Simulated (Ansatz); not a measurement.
BaF₂ (fluorite)

```
CELL_PARAMETERS angstrom
      0.00000     6.24642     6.24642
      3.12321     3.12321     6.24642
      3.12321     3.12321     0.00000
ATOMIC_POSITIONS crystal
  Ba 0.00000 0.00000 0.00000
  Ba 0.50000 0.00000 0.00000
  F  0.00000 0.25000 0.25000
  F  0.50000 0.25000 0.25000
  F  0.00000 0.75000 0.75000
  F  0.50000 0.75000 0.75000
```

A phonon eigenvector at X = (0.5, 0.5, 0.0) is frozen into this cell: atom i moves by Q times the vector below, so Q is the largest atomic displacement, in Å. The cell is held. It is one choice among 2 degenerate patterns. (q is in reciprocal vectors of the primitive cell; the cell shown is doubled to hold the pattern.)

```
atom       x       y      z
----  ------  ------  -----
Ba1    0.000  -1.000  0.000
Ba2    0.000   1.000  0.000
F3    -0.213   0.000  0.000
F4     0.213   0.000  0.000
F5    -0.213   0.000  0.000
F6     0.213   0.000  0.000
```

These are PBE (plane waves to 420 eV, PAW, scalar-relativistic; Ansatz, a first-principles code) values and carry that method's errors. k mesh 9×9×9 (Γ-centred), Fermi-Dirac smearing 0.05 eV. E stands for the smeared free energy. Stress and pressure are positive under compression. BaF2 was relaxed with its symmetry unable to fall. The zero of ΔE is the undisplaced structure.

Q: Predict the ΔE (meV/cell) and P (GPa) at Q (Å) = -0.280, -0.233, -0.187, -0.047, 0.280.

A: 
| Q (Å) | ΔE (meV/cell) | P (GPa) |
|---|---|---|
| -0.280 | 305 | 0.85 |
| -0.233 | 212 | 0.60 |
| -0.187 | 136 | 0.39 |
| -0.047 | 9 | 0.03 |
| 0.280 | 305 | 0.85 |

(A displaced cell: forces are minus the slopes of the energy, force constants its curvatures, and phonons follow from these.)
